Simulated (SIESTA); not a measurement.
CO2:

```
O C
1.0
    -1.97473    1.97473    3.01406
     1.97473   -1.97473    3.01406
     1.97473    1.97473   -3.01406
O C
4 2
Direct
  0.87500 0.95980 0.58480
  0.37500 0.29020 0.41520
  0.04020 0.62500 0.91520
  0.70980 0.12500 0.08480
  0.00000 0.00000 0.00000
  0.75000 0.25000 0.50000
```

The cell comes from a database or a generator and needn't be the stable form of this composition.

```yaml
Program: SIESTA 5.4.2
Task: single point
Functional: PBEsol
Potentials_or_basis: PseudoDojo 0.4 standard (PBEsol files)
Basis: DZP (energy shift 0.003 Ry)
Grid_cutoff: 800 Ry
Energy_shift: 0.003 Ry
k_mesh: 9 × 9 × 9
Occupations: fermi-dirac, width 0.05 eV
Spin: no spin polarisation
```

On this cell: pressure -2.7 GPa; largest force 0.283 eV/Å; band gap on the k mesh 7.50 eV, indirect (least direct gap 7.96 eV).

The same run follows on a disturbed copy (atoms moved at random, drawn with an rms of 0.05 Å):

```
O C
1.0
    -1.97473    1.97473    3.01406
     1.97473   -1.97473    3.01406
     1.97473    1.97473   -3.01406
O C
4 2
Direct
  0.88054 0.97488 0.58712
  0.37704 0.29369 0.41978
  0.04505 0.62253 0.91223
  0.69713 0.12298 0.09225
  0.01305 0.00567 0.00484
  0.73942 0.25409 0.49068
```

Problem. What changes?

Solution. The energy moves by +45.0 meV/atom; pressure -0.2 GPa; largest force 3.697 eV/Å; band gap on the k mesh 7.07 eV, indirect (least direct gap 7.37 eV).

Forces on the atoms (eV/Å):
```
O   -0.222  1.464 -1.786
O    0.988 -0.732 -0.708
O    1.427 -0.417  0.957
O   -2.521 -1.077  2.480
C   -0.071 -1.020 -1.077
C    0.397  1.781  0.134
```

Stress tensor (GPa, compression positive):
```
 0.92  3.13  0.25
 3.13  1.12 -0.58
 0.25 -0.58 -2.64
```

Caveats: an odd mesh through Γ misses points on the zone boundary, where band edges often lie; the basis of atomic orbitals isn't converged, which shifts pressures, moduli and gaps.
